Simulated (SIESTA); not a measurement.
Crystal: GaN.

```
CELL_PARAMETERS angstrom
0.00000 2.25350 2.25350
2.25350 0.00000 2.25350
2.25350 2.25350 0.00000
ATOMIC_POSITIONS crystal
Ga 0.00000 0.00000 0.00000
N 0.25000 0.25000 0.25000
```

The cell is a database's computed one.

Program: SIESTA 5.4.2. Alike in all runs: task band structure; cell as given; smearing fermi-dirac 0.05 eV; grid cutoff 800 Ry.

Task: Order these runs on this cell by their band gap on the k mesh, lowest first.
A. level PBEsol; potentials or basis PseudoDojo 0.4 standard (PBEsol files), DZP (energy shift 0.002 Ry; radii capped at 9.5 bohr); spin off; k mesh 10 × 10 × 10; energy shift 0.002 Ry
B. level PBE; potentials or basis PseudoDojo 0.4 standard (PBE files), SZP (energy shift 0.01 Ry); spin off; k mesh 10 × 10 × 10; energy shift 0.01 Ry
C. level LDA; potentials or basis PseudoDojo 0.4 standard (PBE files, fully relativistic), DZP (energy shift 0.002 Ry; radii capped at 9.5 bohr); spin non-collinear, zero start, SOC; k mesh 8 × 8 × 8; energy shift 0.002 Ry

Result: C (1.53 eV), A (1.69 eV), B (1.93 eV).

Caveats: the basis of atomic orbitals isn't converged, which shifts pressures, moduli and gaps.

A k mesh can miss the band edges.

Not every run made on this cell is shown here.
